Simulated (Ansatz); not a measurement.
The system is RbBr.

```
Rb Br
1.0
     0.00000    3.42700    3.42700
     3.42700    0.00000    3.42700
     3.42700    3.42700    0.00000
Rb Br
1 1
Cartesian
  0.0000 0.0000 0.0000
  3.4270 3.4270 3.4270
```

Base run:

* Program: Ansatz 0.2.0
* Functional: PBEsol
* Potentials or basis: all-electron LAPW, scalar-relativistic
* Cutoff: 119 eV (chosen from the basis error)
* Basis error allowed: 0.001 eV/atom
* k mesh: 7 × 7 × 7
* Occupations: fermi-dirac, width 0.05 eV
* Spin: no spin polarisation

Its results: band gap on the k mesh 4.21 eV, direct; pressure -0.1 GPa.

Question: The run is repeated on the same cell with these changes: functional from PBEsol to LDA. What comes out?

Answer: Band gap on the k mesh 3.95 eV, direct; pressure -1.2 GPa.

LDA binds more tightly than PBEsol, so the same cell stands under less pressure.
